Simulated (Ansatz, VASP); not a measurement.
# Sr3Te: VASP beside Ansatz

```
Sr Te
1.0
    -2.42102    2.42102    5.97797
     2.42102   -2.42102    5.97797
     2.42102    2.42102   -5.97797
Sr Te
3 1
Direct
  0.50000 0.50000 0.00000
  0.75000 0.25000 0.50000
  0.25000 0.75000 0.50000
  0.00000 0.00000 0.00000
```

Alike in both runs: task single point; functional PBE; k mesh 6 × 6 × 6; occupations gaussian, width 0.1 eV; no spin polarisation.

```csv
,VASP,Ansatz
version,VASP 6.6.1,Ansatz 0.2.0
potentials or method,"VASP PAW PBE potentials, release 64 (Sr_sv, Te)","scalar-relativistic, plane waves, PAW"
plane-wave cutoff (eV),520,420
valence electrons in the cell,36,46
```

|  | VASP | Ansatz | Ansatz less VASP |
| --- | --- | --- | --- |
| gap on the k mesh at the Fermi level (eV) | none | none | - |
| pressure (GPa) | 4.6 | 4.5 | -0.07 |
| largest component of the traceless stress (GPa) | 0.49 | 0.47 | -0.012 |

A gap of «none» marks a metal or a gap that the smearing closes. With one functional, cell and mesh, what is left measures potentials, basis and numerics. The two sets of potentials don't hold the same shells in valence.

The runs have no spin-orbit coupling, so splittings on Te are missing.
